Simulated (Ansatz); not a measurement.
**Structure optimisation: boron, fcc**

Computed with Ansatz 0.2.0, DFT, revPBE, plane waves (420 eV) with PAW, scalar-relativistic. The PAW files were generated under PBE, with cores re-solved for the functional.

k-point mesh 18×18×18, Fermi-Dirac smearing 0.1 eV, no spin polarisation. Cell and atoms relax.

Starting structure:

```yaml
crystal:
  lattice:
    - [0.0, 1.4853449006, 1.4853449006]
    - [1.4853449006, 0.0, 1.4853449006]
    - [1.4853449006, 1.4853449006, 0.0]
  atoms:
    - { symbol: B, position: [0.0, 0.0, 0.0] }
hamiltonian:
  xc: revpbe
  pseudopotentials:
    kind: paw
    azcp:
      B: "pseudopotentials/B.paw.azcp"
basis:
  ecutwfc: 420
  fft_grid_basis: typed
kpoints:
  mp_grid: { grid: [18, 18, 18], shift: [0, 0, 0] }
magnetization:
  spin_polarized: false
scf:
  occupations: { method: fermi_dirac, width: 0.1 }
relax:
  max_steps: 60
  f_tol: 0.01
  cell: {}
```

**Question.** What cell does the relaxation end in?

**Answer.** Fm-3m with a = 2.878 Å; 5.96 Å³ per atom against 6.55 at the start (-9.0 %).

**Question.** How much energy does the relaxation gain?

**Answer.** 41.3 meV per atom.
